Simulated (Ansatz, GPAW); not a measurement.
This is a calculation of BP for Ansatz 0.2.0. 

input.yaml

```yaml
crystal:
  lattice:
    - [3.20885057, 0.0, 0.0]
    - [1.604425285, 2.7789461106, 0.0]
    - [1.604425285, 0.9263153702, 2.6200155191]
  atoms:
    - { symbol: P, position: [0.75, 0.75, 0.75] }
    - { symbol: B, position: [0.0, 0.0, 0.0] }
hamiltonian:
  xc: pbe
  pseudopotentials: { kind: paw }
kpoints:
  mp_grid: { grid: [10, 10, 10] }
scf:
  occupations: { method: gaussian, width: 0.02 }
output:
  forces: true
  stress: true
  eigenvalues: true
```

Potentials or basis: Ansatz PAW.

Command:

```sh
$ ansatz run input.yaml --threads 1 --pin off --max-ram 3584MiB --backend cpu --events-out ev --progress --plain --runs-dir out
```

Q: Translate it to GPAW 26.7.0 (ASE script). Potentials or basis there: GPAW PAW data sets (gpaw-data 1.2.1), cutoff 800 eV.

A: As run (cutoffs and basis follow the program's own potentials, and thresholds, step limits or extra output files can differ):

Contents of run.py:

```python
from ase import Atoms
from ase.dft.bandgap import bandgap
from ase.io import write
from ase.units import GPa
from gpaw import GPAW, PW

atoms = Atoms(['P', 'B'],
              cell=[[3.20885057, 0.0, 0.0],
                    [1.604425285, 2.7789461106, 0.0],
                    [1.604425285, 0.9263153702, 2.6200155191]],
              scaled_positions=[[0.75, 0.75, 0.75],
                                [0.0, 0.0, 0.0]],
              pbc=True)

calc = GPAW(mode=PW(800),
            xc='PBE',
            kpts={'size': (10, 10, 10), 'gamma': True},
            occupations={'name': 'methfessel-paxton', 'order': 0, 'width': 0.02},
            nbands=11,
            convergence={'density': 1e-05, 'energy': 1e-05},
            maxiter=150,
            txt='gpaw.txt')
atoms.calc = calc
energy = atoms.get_potential_energy()
forces = atoms.get_forces()
stress = atoms.get_stress()
calc.write('gs.gpw')
write('result.traj', atoms)
print(f'Energy: {energy:.6f} eV')
print('Forces (eV/A):')
print(forces.round(4))
print('Stress (GPa):', (stress / GPa).round(3))
print('Fermi level:', round(calc.get_fermi_level(), 4), 'eV')
print(f'Gap: {bandgap(calc)[0]:.4f} eV, direct: {bandgap(calc, direct=True)[0]:.4f} eV')
```

Potentials or basis: GPAW PAW data sets (gpaw-data 1.2.1), pw.

Launch:

```console
$ OMP_NUM_THREADS=1 python run.py
```

Both were run:

|  | Ansatz | GPAW |
| --- | --- | --- |
| Pressure | 1.1 GPa | 1.4 GPa |

Ansatz's pressure holds a Pulay term of +0.13 GPa for its cutoff of 420 eV, which the other run lacks.

Where Ansatz's input types no cutoff or centring, it takes its own default and a Γ-centred mesh.

Pressure is positive in compression.
